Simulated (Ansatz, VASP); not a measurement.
GaN: VASP beside Ansatz

```
Ga N
1.0
     0.00000    2.25350    2.25350
     2.25350    0.00000    2.25350
     2.25350    2.25350    0.00000
Ga N
1 1
Direct
  0.00000 0.00000 0.00000
  0.25000 0.25000 0.25000
```

The cell is a database's computed one.

Alike in both runs: task single point; functional PBE; k mesh 10 × 10 × 10; occupations gaussian, width 0.018 eV; no spin polarisation.

|  | VASP | Ansatz |
| --- | --- | --- |
| version | VASP 6.6.1 | Ansatz 0.2.0 |
| potentials or method | VASP PAW PBE potentials, release 64 (Ga_d, N), cutoff 520 eV | all-electron LAPW, scalar-relativistic |

Ansatz gave:

| Property | Result |
| --- | --- |
| gap on the k mesh at the Fermi level (eV) | 1.73 |
| least direct gap on the mesh (eV) | 1.73 |
| pressure (GPa) | 4.9 |

Q: Estimate VASP's values.

A: gap on the k mesh at the Fermi level (eV): 1.72; least direct gap on the mesh (eV): 1.72; pressure (GPa): 5.1.

Ansatz ran all-electron here, so the differences hold the error of VASP's frozen core and of both bases.

Expect the measured gap to be larger: semilocal functionals such as PBE lack the derivative discontinuity.
